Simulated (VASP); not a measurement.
Crystal: AgCl (Chlorargyrite).

```
Ag Cl
1.0
     0.00000    2.73500    2.73500
     2.73500    0.00000    2.73500
     2.73500    2.73500    0.00000
Ag Cl
1 1
Direct
  0.00000 0.00000 0.00000
  0.50000 0.50000 0.50000
```

Base run:

* Program: VASP 6.6.1
* Functional: r2SCAN
* Potentials or basis: VASP PAW PBE potentials, release 64 (Ag, Cl)
* Cutoff: 520 eV
* k mesh: 8 × 8 × 8
* Occupations: gaussian, width 0.02 eV
* Spin: no spin polarisation

Its results: band gap on the k mesh 1.42 eV, indirect (least direct gap 3.85 eV); pressure 2.2 GPa.

**Question.** The run is repeated on the same cell with these changes: functional from r2SCAN to PBEsol. What comes out?

**Answer.** Band gap on the k mesh 0.72 eV, indirect (least direct gap 3.18 eV); pressure -0.8 GPa.

r2SCAN gives the wider gap, since meta-GGAs in the generalised Kohn-Sham scheme recover part of the derivative discontinuity.

Caveats: the PAW data sets were made with another functional, which shifts forces and pressure a little.
